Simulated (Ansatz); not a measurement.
Be under changes of volume

One of the cells (7.871 Å³/atom); the others are scaled copies at fixed shape and fractional positions:

```
Be
1.0
    -1.25312    1.25312    1.25312
     1.25312   -1.25312    1.25312
     1.25312    1.25312   -1.25312
Be
1
Direct
  0.00000 0.00000 0.00000
```

This isn't the form of Be at room conditions, which is hcp.

```yaml
Program: Ansatz 0.2.0
Functional: PBE
Potentials_or_basis: Ansatz PAW
Cutoff: "420 eV (not typed: the program's choice for these potentials)"
k_mesh: 15 × 15 × 15
Occupations: fermi-dirac, width 0.05 eV
Spin: no spin polarisation
```

| volume (Å³/atom) | energy over the lowest point (meV/atom) | pressure (GPa) |
| --- | --- | --- |
| 7.399 | 9.24 | 7.5 |
| 7.556 | 3.39 | 4.5 |
| 7.714 | ? | ? |
| 7.871 | 0.00 | -0.8 |
| 8.029 | 2.00 | -3.2 |
| 8.186 | 6.19 | -5.3 |
| 8.343 | 12.39 | -7.3 |

Problem. What does the run at 7.714 Å³/atom give?

Solution. Energy over the lowest point 0.40 meV/atom; pressure 1.7 GPa.

Worked out: A Birch-Murnaghan fit of order 3 (a polynomial in V^(-2/3)) to the other rows has its minimum at 7.82 Å³/atom with B0 = V·E''(V) = 125 GPa and B' = 3.3. It gives 0.38 meV/atom at 7.714 Å³/atom, against the run's 0.40, and -dE/dV = 1.7 GPa, against 1.7.

Energies are extrapolated to zero smearing.
